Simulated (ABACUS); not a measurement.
Nb:

```
Nb
1.0
    -1.66395    1.66395    1.66395
     1.66395   -1.66395    1.66395
     1.66395    1.66395   -1.66395
Nb
1
Direct
  0.00000 0.00000 0.00000
```

Base run:

```yaml
Program: ABACUS 3.10.1
Functional: B86bPBE
Potentials_or_basis: SPMS ONCV 1.0 PBE
Cutoff: 1116 eV
Density_cutoff: 4463 eV
Basis: plane waves
k_mesh: 9 × 9 × 9
Occupations: fermi-dirac, width 0.05 eV
Spin: no spin polarisation
```

Its results: band gap on the k mesh none (metal or under the smearing width); pressure -1.7 GPa.

Problem. The run is repeated on the same cell with these changes: functional from B86bPBE to AM05; potentials or basis from SPMS ONCV 1.0 PBE to PseudoDojo NC SR 0.5 PBE standard. What comes out?

Solution. Band gap on the k mesh none (metal or under the smearing width); pressure -8.9 GPa.

Caveats: the potentials were made for another functional, which shifts forces and pressure.
